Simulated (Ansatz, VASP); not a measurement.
**S: VASP beside Ansatz**

```xyz
4
Lattice="5.6781 0.0000 0.0000 0.0000 5.6781 0.0000 0.0000 0.0000 2.9496" Properties=species:S:1:pos:R:3 pbc="T T T"
S     3.5211    2.1246    0.0212
S     2.1597    3.5509   -0.0247
S     0.6619    0.6451    1.4456
S     5.0310    5.0401    1.5082
```

Change from the starting cell: atoms moved at random, drawn with an rms of 0.05 Å.

Alike in both runs: task single point; functional PBE; k mesh 5 × 5 × 9; occupations fermi-dirac, width 0.05 eV; no spin polarisation.

|  | VASP | Ansatz |
| --- | --- | --- |
| version | VASP 6.6.1 | Ansatz 0.2.0 |
| potentials or method | VASP PAW PBE potentials, release 64 (S) | Ansatz PAW |
| plane-wave cutoff (eV) | 520 | 420 |
| valence electrons in the cell | 24 | 24 |

|  | VASP | Ansatz | Ansatz less VASP |
| --- | --- | --- | --- |
| gap on the k mesh at the Fermi level (eV) | none | none | - |
| pressure (GPa) | 0.8 | 1.4 | +0.59 |
| largest component of the traceless stress (GPa) | 5.85 | 6.07 | +0.223 |
| rms of the force components (eV/Å) | 1.085 | 1.142 | +0.0568 |

Atom by atom the forces differ by 0.153 eV/Å (rms over components). A gap of «none» marks a metal or a gap that the smearing closes. With one functional, cell and mesh, what is left measures potentials, basis and numerics.
